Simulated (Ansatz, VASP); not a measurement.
# GaN in two plane-wave programs, part 2 of 3

Wanted: the spread between two codes on one cell, functional and k mesh.

VASP 6.6.1 and Ansatz 0.2.0.

So far. Step 2 (VASP: band structure, LDA): Spin-orbit coupling is off here; it would split degenerate levels. The PAW data sets were made with PBE, though LDA sets exist; this is a small mismatch. At this level the cell is under a tension of 3.8 GPa, so at these settings it is away from equilibrium.

The database entry behind the starting cell differs from later determinations by our own check (about 0.3 % short, ideal inner coordinate), so it need not match the best structure at ambient conditions.

## 4. Differences

Known differences besides the potentials themselves: the two LDA forms differ slightly; the cutoff is 420 eV in Ansatz and 520 eV in VASP; Ansatz makes its cores anew for this functional, VASP keeps those of its PBE data sets; VASP's log shows a relativistic correction to its local exchange, Ansatz's none. Total energies have different zeros and are not compared.

Both answers:

```tsv
quantity	Ansatz	VASP	difference
pressure (GPa)	-4.51	-3.83	-0.67
pressure without Ansatz's Pulay correction (GPa)	-5.16	-3.83	-1.32
gap over the path points (eV)	1.968	1.976	-0.008
```

Forces (eV/Å; atoms numbered as in POSCAR):

```tsv
atom	Ansatz x, y, z	VASP x, y, z
Ga1	0.000, 0.000, -0.124	0.000, 0.000, -0.126
Ga2	0.000, 0.000, -0.124	0.000, 0.000, -0.126
N3	0.000, 0.000, 0.124	0.000, 0.000, 0.126
N4	0.000, 0.000, 0.124	0.000, 0.000, 0.126
```

Levels at points of the path, from each program's valence-band top (eV; 4 filled, then empty):

```tsv
k (reciprocal lattice)	Ansatz	VASP
0.000 0.000 0.000	-1.07 -0.06 0.00 0.00 1.97 4.19 9.10	-1.08 -0.07 0.00 0.00 1.98 4.20 9.09
0.133 0.000 0.000	-1.43 -1.26 -0.25 -0.16 3.09 5.13 8.40	-1.43 -1.26 -0.25 -0.16 3.09 5.14 8.39
0.300 0.000 0.000	-3.54 -2.30 -1.09 -0.66 4.65 5.72 6.85	-3.53 -2.30 -1.09 -0.66 4.65 5.73 6.85
0.467 0.000 0.000	-4.38 -2.80 -2.24 -0.99 4.91 5.53 5.96	-4.38 -2.81 -2.25 -0.99 4.91 5.53 5.95
0.467 0.067 0.000	-4.30 -3.02 -2.33 -1.19 5.21 5.67 5.90	-4.31 -3.03 -2.33 -1.19 5.22 5.67 5.90
0.411 0.178 0.000	-4.40 -3.65 -2.48 -2.00 5.40 6.66 6.67	-4.41 -3.66 -2.49 -2.00 5.39 6.66 6.67
0.356 0.289 0.000	-5.20 -3.33 -2.86 -2.68 5.01 7.53 7.83	-5.21 -3.33 -2.87 -2.68 5.00 7.53 7.83
0.289 0.289 0.000	-4.74 -3.67 -2.54 -2.52 5.15 7.27 7.90	-4.75 -3.67 -2.54 -2.53 5.14 7.27 7.90
0.178 0.178 0.000	-3.94 -2.66 -1.17 -1.07 5.16 6.76 7.11	-3.94 -2.66 -1.18 -1.08 5.16 6.75 7.11
0.067 0.067 0.000	-1.47 -0.93 -0.20 -0.15 2.89 4.96 8.76	-1.47 -0.93 -0.20 -0.15 2.89 4.96 8.76
```

The forces differ by 0.7 meV/Å r.m.s., which is 1.0 % of the r.m.s. force of 0.07 eV/Å (both taken over all components). Among the levels compared at these points, filled levels agree within 14 meV and empty ones within 12 meV. Ansatz's pressure holds a Pulay correction of 0.65 GPa; VASP's holds none.

## 5. Ansatz: band structure, PBE

The same path points are solved in both programs, so levels can be compared one by one.

Input file input.yaml:

```yaml
crystal:
  lattice:
    - [3.18, 0.0, 0.0]
    - [-1.59, 2.753960784, 0.0]
    - [0.0, 0.0, 5.166]
  atoms:
    - { symbol: Ga, position: [0.3333333333, 0.6666666667, 0.0] }
    - { symbol: Ga, position: [0.6666666667, 0.3333333333, 0.5] }
    - { symbol: "N", position: [0.3333333333, 0.6666666667, 0.375] }
    - { symbol: "N", position: [0.6666666667, 0.3333333333, 0.875] }
hamiltonian:
  xc: pbe
  pseudopotentials: { kind: paw }
kpoints:
  mp_grid: { grid: [5, 5, 3] }
  band_path:
    path:
      - [0.0, 0.0, 0.0]
      - [0.13333, 0.0, 0.0]
      - [0.3, 0.0, 0.0]
      - [0.46667, 0.0, 0.0]
      - [0.46667, 0.06667, 0.0]
      - [0.41111, 0.17778, 0.0]
      - [0.35556, 0.28889, 0.0]
      - [0.28889, 0.28889, 0.0]
      - [0.17778, 0.17778, 0.0]
      - [0.06667, 0.06667, 0.0]
      - [0.0, 0.0, 0.03333]
      - [0.0, 0.0, 0.2]
      - [0.0, 0.0, 0.36667]
      - [0.0, 0.0, 0.5]
      - [0.16667, 0.0, 0.5]
      - [0.3, 0.0, 0.5]
      - [0.46667, 0.0, 0.5]
      - [0.46667, 0.06667, 0.5]
      - [0.41111, 0.17778, 0.5]
      - [0.35556, 0.28889, 0.5]
      - [0.28889, 0.28889, 0.5]
      - [0.17778, 0.17778, 0.5]
      - [0.06667, 0.06667, 0.5]
      - [0.5, 0.0, 0.46667]
      - [0.5, 0.0, 0.3]
      - [0.5, 0.0, 0.13333]
      - [0.33333, 0.33333, 0.0]
      - [0.33333, 0.33333, 0.16667]
      - [0.33333, 0.33333, 0.33333]
      - [0.33333, 0.33333, 0.5]
    npoints: 1
scf:
  occupations: { method: gaussian, width: 0.02 }
  n_extra_bands: 8
output:
  forces: true
  stress: true
  eigenvalues: true
```

On the command line:

```bash
ansatz run input.yaml --threads 2 --pin off --max-ram 4608MiB --backend cpu --events-out ev --progress --plain --runs-dir out
```

Numbers of over 12 decimals in the logs are rounded to 6 here.

Output:

```text
[...]
Crystal: 4 atoms, lattice volume = 45.242 Å³
Basis set: ecut = 420 eV, 881 PW (Γ), exchange–correlation on 48×48×72 points (8 copies of the dense FFT grid, shifted against one another)
Bands: 26, of which v1, the nominal top of the filled ones, is band 18 counted from 1 (17 counted from 0)
Symmetry: 12 space group operations
[...]
k-points: 10 of 75 (time reversal used)
[...]
k-point 0: bands = [... 14 lower, 8.7984, 9.8009, 9.8611, 9.8611, 11.8219, 14.1577, 19.1125, 19.7827, ... 4 higher]
  k-point 1: bands = [... 14 lower, 9.0536, 9.0536, 9.5850, 9.5850, 13.4904, 14.2994, 18.5230, 18.9773, ... 4 higher]
  k-point 2: bands = [... 14 lower, 7.6773, 8.1089, 9.3719, 9.5262, 13.7049, 15.6911, 17.6954, 18.6393, ... 4 higher]
  k-point 9: bands = [... 14 lower, 5.7919, 6.9325, 7.6020, 8.2881, 15.2513, 16.4083, 17.5067, 17.7320, ... 4 higher]
[key lines of the parts left out:]
SCF converged after 6 iterations
Free energy (F): -8335.777657 eV
Fermi energy:    10.841589 eV
P = ⅓ Tr σ = 7.2508 GPa (72.508 kbar)
```

Wall time 1.3 s (2 threads of Arm Neoverse V2, shared host); peak memory 0.29 GiB; 2.3 s of CPU time.

## 6. VASP: band structure, PBE

The same cell, functional, mesh and smearing now go to VASP, with its own data sets and cutoff.

Input file INCAR:

```
SYSTEM = GaN
PREC = Accurate
ENCUT = 520
EDIFF = 1E-06
NELM = 100
ISMEAR = 0
SIGMA = 0.02
LREAL = .FALSE.
ALGO = Normal
GGA = PE
NBANDS = 32
LORBIT = 11
LWAVE = .FALSE.
LCHARG = .FALSE.
KPAR = 8
```

Input file POSCAR:

```
GaN
1.0
    3.1800000000      0.0000000000      0.0000000000
   -1.5900000000      2.7539607840      0.0000000000
    0.0000000000      0.0000000000      5.1660000000
Ga N
2 2
Direct
    0.3333333333      0.6666666667      0.0000000000
    0.6666666667      0.3333333333      0.5000000000
    0.3333333333      0.6666666667      0.3750000000
    0.6666666667      0.3333333333      0.8750000000
```

Input file KPOINTS:

```
Automatic mesh
0
Gamma
5 5 3
0 0 0
```

Input file KPOINTS_OPT:

```
Line mode
16
Line-mode
Reciprocal
  0.00000000   0.00000000   0.00000000 GAMMA
  0.50000000   0.00000000   0.00000000 M

  0.50000000   0.00000000   0.00000000 M
  0.33333333   0.33333333   0.00000000 K

  0.33333333   0.33333333   0.00000000 K
  0.00000000   0.00000000   0.00000000 GAMMA

  0.00000000   0.00000000   0.00000000 GAMMA
  0.00000000   0.00000000   0.50000000 A

  0.00000000   0.00000000   0.50000000 A
  0.50000000   0.00000000   0.50000000 L

  0.50000000   0.00000000   0.50000000 L
  0.33333333   0.33333333   0.50000000 H

  0.33333333   0.33333333   0.50000000 H
  0.00000000   0.00000000   0.50000000 A

  0.50000000   0.00000000   0.50000000 L
  0.50000000   0.00000000   0.00000000 M

  0.33333333   0.33333333   0.00000000 K
  0.33333333   0.33333333   0.50000000 H
```

Potentials, in the order of the species: Ga_d and N (PBE family, release 64).

On the command line:

```bash
mpirun -np 8 vasp_std
```

Output:

```text
[banner, memory and clock lines left out]
running    8 mpi-ranks, on    1 nodes
[...]
[... a notice as in an earlier step ...]

 LDA part: xc-table for (Slater+PW92), standard interpolation
 POSCAR, INCAR and KPOINTS ok, starting setup
[...]
entering main loop
       N       E                     dE             d eps       ncg     rms          rms(c)
DAV:   1     0.297765604415E+03    0.29777E+03   -0.16325E+04   808   0.212E+03
DAV:   2     0.136826883469E+02   -0.28408E+03   -0.25941E+03   648   0.500E+02
DAV:   3    -0.270762831730E+02   -0.40759E+02   -0.40168E+02   736   0.129E+02
DAV:   4    -0.283104191904E+02   -0.12341E+01   -0.12328E+01   768   0.254E+01
[...]
DAV:  12    -0.242589202732E+02   -0.98262E-05   -0.78055E-05   840   0.699E-02    0.465E-02
DAV:  13    -0.242589120214E+02    0.82518E-05   -0.12949E-05   784   0.274E-02    0.100E-02
DAV:  14    -0.242589120001E+02    0.21293E-07   -0.23896E-06   680   0.798E-03
   1 F= -.24258912E+02 E0= -.24258912E+02  d E =-.574008E-44
 Start KPOINTS_OPT (optional k-point list driver)
k-point batch [1-10\144]
       N       E                     dE             ncg
DAV:   1     0.156845247959E+04   -0.20481E+04      824
DAV:   2    -0.115955860727E+04   -0.27280E+04      664
DAV:   3    -0.153194516686E+04   -0.37239E+03      760
DAV:   4    -0.154351147198E+04   -0.11566E+02      704
DAV:   5    -0.154370582646E+04   -0.19435E+00      808
DAV:   6    -0.154371309097E+04   -0.72645E-02      824
DAV:   7    -0.154371331119E+04   -0.22022E-03      864
DAV:   8    -0.154371331325E+04   -0.20592E-05      600
DAV:   9    -0.154371331331E+04   -0.62700E-07      512
[...]
k-point batch [141-144\144]
       N       E                     dE             ncg
DAV:   1     0.993945733622E+04   -0.54762E+04      288
DAV:   2     0.876151307194E+04   -0.11779E+04      264
DAV:   3     0.859453785418E+04   -0.16698E+03      304
DAV:   4     0.858877691916E+04   -0.57609E+01      288
DAV:   5     0.858869450943E+04   -0.82410E-01      312
DAV:   6     0.858869116104E+04   -0.33484E-02      352
DAV:   7     0.858869111838E+04   -0.42661E-04      320
DAV:   8     0.858869111812E+04   -0.25652E-06      256
```

OUTCAR, selected parts (step 6):

```text
  Total        1.8578723      1.8578723      2.4340091      0.0000000      0.0000000     -0.0000000
  in kB       65.7941348     65.7941347     86.1972699      0.0000000      0.0000000     -0.0000000
  external PRESSURE =      72.5951798 kB  Pullay stress =       0.0000000 kB

 POSITION                                       TOTAL-FORCE (eV/Angst)
 -----------------------------------------------------------------------------------
     -0.00000      1.83597      0.00000         0.000000     -0.000000     -0.133634
      1.59000      0.91799      2.58300        -0.000000      0.000000     -0.133634
     -0.00000      1.83597      1.93725        -0.000000      0.000000      0.133634
      1.59000      0.91799      4.52025         0.000000     -0.000000      0.133634
 -----------------------------------------------------------------------------------
    total drift:                               -0.000001     -0.000001     -0.000210

  FREE ENERGIE OF THE ION-ELECTRON SYSTEM (eV)
  ---------------------------------------------------
  free  energy   TOTEN  =       -24.2589120001 eV

  energy  without entropy=      -24.2589120001  energy(sigma->0) =      -24.25891200

[... 2 parts as in an earlier step ...]

[... 1 further part left out ...]
[key lines of the parts left out:]
E-fermi :   5.6341
```

At this level the cell is under a pressure of 7.3 GPa, so at these settings it is away from equilibrium.

## 7. Differences

What differs besides the data sets and the points named for the pairs above, as far as they apply: VASP leaves aspherical gradient terms in its spheres out (LASPH is not set), Ansatz keeps them. Total energies have different zeros and are not compared.

The two programs side by side:

```tsv
quantity	Ansatz	VASP	difference
pressure (GPa)	7.25	7.26	-0.01
pressure without Ansatz's Pulay correction (GPa)	6.73	7.26	-0.53
gap over the path points (eV)	1.961	1.968	-0.007
```

Forces (eV/Å; atoms numbered as in POSCAR):

```tsv
atom	Ansatz x, y, z	VASP x, y, z
Ga1	0.000, 0.000, -0.136	0.000, 0.000, -0.134
Ga2	0.000, 0.000, -0.136	0.000, 0.000, -0.134
N3	0.000, 0.000, 0.136	0.000, 0.000, 0.134
N4	0.000, 0.000, 0.136	0.000, 0.000, 0.134
```

Levels at points of the path, from each program's valence-band top (eV; 4 filled, then empty):

```tsv
k (reciprocal lattice)	Ansatz	VASP
0.000 0.000 0.000	-1.06 -0.06 0.00 0.00 1.96 4.30 9.25	-1.06 -0.06 0.00 0.00 1.97 4.29 9.25
0.133 0.000 0.000	-1.41 -1.27 -0.24 -0.15 3.10 5.25 8.57	-1.41 -1.27 -0.24 -0.16 3.11 5.24 8.56
0.300 0.000 0.000	-3.52 -2.27 -1.07 -0.65 4.72 5.87 7.00	-3.52 -2.27 -1.07 -0.65 4.72 5.86 6.99
0.467 0.000 0.000	-4.32 -2.77 -2.20 -0.98 5.08 5.61 6.09	-4.32 -2.77 -2.21 -0.98 5.07 5.61 6.09
0.467 0.067 0.000	-4.25 -2.99 -2.29 -1.17 5.38 5.77 6.03	-4.25 -2.99 -2.29 -1.17 5.37 5.77 6.03
0.411 0.178 0.000	-4.34 -3.60 -2.45 -1.97 5.55 6.77 6.81	-4.34 -3.60 -2.45 -1.97 5.55 6.77 6.81
0.356 0.289 0.000	-5.13 -3.28 -2.82 -2.64 5.17 7.65 7.97	-5.13 -3.29 -2.82 -2.65 5.16 7.65 7.97
0.289 0.289 0.000	-4.68 -3.62 -2.50 -2.49 5.30 7.38 8.05	-4.68 -3.62 -2.50 -2.49 5.30 7.38 8.04
0.178 0.178 0.000	-3.93 -2.62 -1.16 -1.06 5.22 6.90 7.26	-3.93 -2.63 -1.16 -1.06 5.22 6.90 7.25
0.067 0.067 0.000	-1.45 -0.94 -0.20 -0.15 2.90 5.07 8.92	-1.45 -0.94 -0.20 -0.15 2.91 5.06 8.92
```

The forces differ by 1.1 meV/Å r.m.s., which is 1.5 % of the r.m.s. force of 0.08 eV/Å (both taken over all components). Among the levels compared at these points, filled levels agree within 3 meV and empty ones within 8 meV. Ansatz's pressure holds a Pulay correction of 0.52 GPa; VASP's holds none.

## 8. What the set-up changes

Further runs change the set-up of one program: Ansatz's method, potentials or start, or VASP's data sets, cutoff or form of LDA. The table gives Ansatz less VASP for each quantity, since a change that brings one quantity closer may part another.

```tsv
run	r.m.s. force difference (meV/Å)	pressure (GPa)	gap over the path points (eV)
as above	1.1	-0.0087	-0.0069
Ansatz's all-electron LAPW method	0.96	-0.11	0.011
```

## 9. VASP: band structure, r2SCAN

The same path points are solved in both programs, so levels can be compared one by one.

INCAR: that of step 6 with these lines changed.

```diff
@@ -9,3 +9,4 @@
 ALGO = Normal
-GGA = PE
+METAGGA = R2SCAN
+LASPH = .TRUE.
 NBANDS = 32
```

POSCAR is that of step 6.

KPOINTS is that of step 6.

KPOINTS_OPT is that of step 6.

On the command line:

```bash
mpirun -np 8 vasp_std
```

Output:

```text
[banner, memory and clock lines left out]
running    8 mpi-ranks, on    1 nodes
[...]
[... a notice as in an earlier step ...]

 [... a notice as in an earlier step ...]

 LDA part: xc-table for (None), standard interpolation
 POSCAR, INCAR and KPOINTS ok, starting setup
[...]
entering main loop
       N       E                     dE             d eps       ncg     rms          rms(c)
DAV:   1     0.279684088065E+03    0.27968E+03   -0.16746E+04   808   0.218E+03
DAV:   2    -0.107425651782E+02   -0.29043E+03   -0.26538E+03   648   0.514E+02
DAV:   3    -0.523657505431E+02   -0.41623E+02   -0.41033E+02   744   0.132E+02
DAV:   4    -0.536445840525E+02   -0.12788E+01   -0.12776E+01   752   0.261E+01
[...]
DAV:  12    -0.437999004344E+02    0.24654E-05   -0.30164E-05   832   0.684E-02    0.995E-03
DAV:  13    -0.437998974235E+02    0.30110E-05   -0.32346E-06   728   0.121E-02    0.815E-03
DAV:  14    -0.437998975717E+02   -0.14825E-06   -0.54183E-07   512   0.622E-03
   1 F= -.43799898E+02 E0= -.43799898E+02  d E =-.852978E-36
 Start KPOINTS_OPT (optional k-point list driver)
k-point batch [1-10\144]
       N       E                     dE             ncg
DAV:   1     0.146339538490E+04   -0.21532E+04      824
DAV:   2    -0.135784696262E+04   -0.28212E+04      664
DAV:   3    -0.173821507862E+04   -0.38037E+03      760
DAV:   4    -0.174984443320E+04   -0.11629E+02      688
DAV:   5    -0.175003550043E+04   -0.19107E+00      824
DAV:   6    -0.175004282862E+04   -0.73282E-02      824
DAV:   7    -0.175004303410E+04   -0.20548E-03      864
DAV:   8    -0.175004303737E+04   -0.32653E-05      616
DAV:   9    -0.175004303744E+04   -0.68251E-07      528
[...]
k-point batch [141-144\144]
       N       E                     dE             ncg
DAV:   1     0.989949447537E+04   -0.55161E+04      288
DAV:   2     0.868178229004E+04   -0.12177E+04      256
DAV:   3     0.851022136625E+04   -0.17156E+03      312
DAV:   4     0.850456000430E+04   -0.56614E+01      288
DAV:   5     0.850447850799E+04   -0.81496E-01      320
DAV:   6     0.850447508147E+04   -0.34265E-02      336
DAV:   7     0.850447503409E+04   -0.47377E-04      344
DAV:   8     0.850447503376E+04   -0.33111E-06      248
```

From OUTCAR (step 9):

```text
  Total        0.4274620      0.4274620      0.9435873      0.0000000      0.0000000      0.0000000
  in kB       15.1380102     15.1380102     33.4159178      0.0000000      0.0000000      0.0000000
  external PRESSURE =      21.2306461 kB  Pullay stress =       0.0000000 kB

 POSITION                                       TOTAL-FORCE (eV/Angst)
 -----------------------------------------------------------------------------------
     -0.00000      1.83597      0.00000        -0.000000      0.000000     -0.135897
      1.59000      0.91799      2.58300         0.000000     -0.000000     -0.135897
     -0.00000      1.83597      1.93725         0.000000      0.000000      0.135897
      1.59000      0.91799      4.52025         0.000000      0.000000      0.135897
 -----------------------------------------------------------------------------------
    total drift:                                0.000002      0.000004      0.049777

  FREE ENERGIE OF THE ION-ELECTRON SYSTEM (eV)
  ---------------------------------------------------
  free  energy   TOTEN  =       -43.7998975717 eV

  energy  without entropy=      -43.7998975717  energy(sigma->0) =      -43.79989757

[... 2 parts as in an earlier step ...]

[... 1 further part left out ...]
[key lines of the parts left out:]
E-fermi :   5.3477
```

The PAW data sets were made with PBE, which is usual practice but a small mismatch for other functionals. At this level the cell is under a pressure of 2.1 GPa, so at these settings it is away from equilibrium.

(Continued in part 3 of 3.)

[Lines on the potential files, build, host, timing and source positions are cut from VASP's logs without a mark.]

[Logs are printed without paths, hosts, clocks, repeated set-up lines and the standing remarks that a program may print on its own settings, such as how far it seeks lower states.]

[Hosts, paths, dates, database ids (printed as entryN), source tags and the programs' standing remarks are cut or masked in the printed files.]

[VASP's PBE data sets in a run with another functional are called a small mismatch above; for pressures it isn't always small: they can move by 1 GPa and more.]
